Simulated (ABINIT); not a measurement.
## ZrB2 in ABINIT: convergence with tolvrs

Input of the first run (tolvrs 0.01); the others differ in this setting and in those tied to it:

File run.abi:

```
# Pseudopotentials
pp_dirpath "./"
pseudos "Zr.LDA_PW-JTH.xml, B.LDA_PW-JTH.xml"

# Structure
acell 5.9904318151 5.9904318151 6.6764023983
rprim
     1.0000000000     0.0000000000     0.0000000000
    -0.5000000000     0.8660254038     0.0000000000
     0.0000000000     0.0000000000     1.0000000000
ntypat 2
znucl 40 5
natom 3
typat 1 2 2
xred
     0.0000000000     0.0000000000     0.0000000000
     0.6666666667     0.3333333333     0.5000000000
     0.3333333333     0.6666666667     0.5000000000

# Plane-wave basis
ecut 462.593566 eV
pawecutdg 34.0
pawxcdev 0

# k points
kptopt 1
ngkpt 10 10 8
nshiftk 1
shiftk 0.0 0.0 0.0

# Exchange and correlation
ixc -116133

# Bands and occupations
nband 13
occopt 3
tsmear 0.05 eV

# SCF cycle
nstep 100
tolvrs 0.01

# Output
iomode 3
prtwf 0
prtden 0
prteig 0
prtebands 0
```

Potentials or basis: JTH PAW LDA v2.0.

Command:

```bash
$ abinit run.abi > log 2>&1
```

Hardware: 1 thread of Arm Neoverse V1 (shared host).

| tolvrs | energy less the tightest run, at zero smearing (meV/atom) | pressure (GPa) | SCF cycles | CPU time (s) | peak memory (GiB) |
| --- | --- | --- | --- | --- | --- |
| 0.01 | 0.01 | -3.98 | 4 | 13 | 0.11 |
| 0.001 | 0.01 | -3.98 | 4 | 13 | 0.11 |
| 0.0001 | 0.00 | -4.43 | 5 | 15 | 0.11 |
| 1e-05 | 0.00 | -4.57 | 6 | 17 | 0.11 |
| 1e-06 | 0.00 | -4.53 | 7 | 19 | 0.11 |
| 1e-08 | 0.00 | -4.52 | 8 | 21 | 0.11 |
| 1e-10 | 0.00 | -4.52 | 10 | 25 | 0.11 |
| 1e-13 | 0.00 | -4.52 | 13 | 32 | 0.11 |

Against the tightest run, the energy stays within 1 meV/atom from 0.01 on; the pressure stays within 0.1 GPa from 0.0001 on. The tightest run that finished is the yardstick and may itself not be fully converged.

Caveat, for the tightest run too: the PAW data sets were made with another functional, which shifts forces and pressure a little.
